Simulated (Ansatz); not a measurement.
Bi2Se3 (Paraguanajuatite):

```
Bi Se
1.0
     2.07150    1.19598    9.54533
    -2.07150    1.19598    9.54533
     0.00000   -2.39196    9.54533
Bi Se
2 3
Cartesian
  0.0000 0.0000 17.1587
  0.0000 0.0000 11.4773
  0.0000 0.0000 22.5738
  0.0000 0.0000 6.0622
  0.0000 0.0000 0.0000
```

* Program: Ansatz 0.2.0
* Task: relaxation of cell and atoms
* Functional: RPBE
* Dispersion: D4
* Potentials or basis: Ansatz PAW
* Cutoff: 420 eV (not typed: the program's choice for these potentials)
* k mesh: 8 × 8 × 8
* Occupations: fermi-dirac, width 0.05 eV
* Spin: no spin polarisation

At the start: volume 28.38 Å³/atom.

Problem. Where does the relaxation end?

Solution. It ends after 7 steps and the volume is 27.48 Å³/atom (-3.2 %); space group R-3m (No. 166, to 0.05 Å).

The path:
```tsv
step	energy change (eV)	largest force (eV/Å)	volume (Å³)
1	0.0000	0.2228	141.89
2	-0.0109	0.3483	136.93
3	-0.0254	0.0157	137.78
4	-0.0264	0.0057	137.43
5	-0.0265	0.0082	137.55
6	-0.0265	0.0001	137.38
7	-0.0259	0.0002	137.38
```

Final structure:
```
Bi Se
1.0
     2.06133    1.19011    9.33306
    -2.06133    1.19011    9.33306
     0.00000   -2.38021    9.33306
Bi Se
2 3
Cartesian
  0.0000 0.0000 16.7533
  0.0000 0.0000 11.2459
  0.0000 0.0000 22.1601
  0.0000 0.0000 5.8391
  0.0000 0.0000 0.0000
```

Caveat: the plane-wave basis is chosen anew once the cell has moved, so the energies of steps on either side of that aren't comparable; the PAW data sets come from PBE, with cores solved anew for the run's functional, which leaves a small shift of forces and pressure.
